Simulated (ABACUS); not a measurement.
## Sn under changes of volume

One of the cells (33.803 Å³/atom); the others are scaled copies at fixed shape and fractional positions:

```xyz
2
Lattice="0.0000 3.2333 3.2333 3.2333 0.0000 3.2333 3.2333 3.2333 0.0000" Properties=species:S:1:pos:R:3 pbc="T T T"
Sn    4.8500    4.8500    4.8500
Sn    3.2333    3.2333    3.2333
```

This isn't the form of Sn at room conditions, which is tetragonal (white tin).

```yaml
Program: ABACUS 3.10.1
Functional: PBE
Potentials_or_basis: PseudoDojo NC SR 0.4.1 PBE standard
Cutoff: 1361 eV
Density_cutoff: 5442 eV
Basis: DZP LCAO (the cutoffs set its grid)
k_mesh: 7 × 7 × 7
Occupations: fermi-dirac, width 0.05 eV
Spin: no spin polarisation
```

| volume (Å³/atom) | energy over the lowest point (meV/atom) | pressure (GPa) |
| --- | --- | --- |
| 31.775 | 118.73 | 8.6 |
| 32.451 | ? | ? |
| 33.127 | 58.82 | 5.7 |
| 33.803 | 37.37 | 4.5 |
| 34.479 | 20.62 | 3.4 |
| 35.155 | 8.31 | 2.4 |
| 35.831 | 0.00 | 1.6 |

Q: What does the run at 32.451 Å³/atom give?

A: Energy over the lowest point 85.71 meV/atom; pressure 7.1 GPa.

Worked out: A Birch-Murnaghan fit of order 3 (a polynomial in V^(-2/3)) to the other rows has no minimum within the range. It gives 85.79 meV/atom at 32.451 Å³/atom, against the run's 85.71, and -dE/dV = 7.1 GPa, against 7.1.

Energies are extrapolated to zero smearing.

Caveats: the atomic orbitals were generated for these runs and aren't a published set; the basis of atomic orbitals isn't converged, which shifts pressures, moduli and gaps.
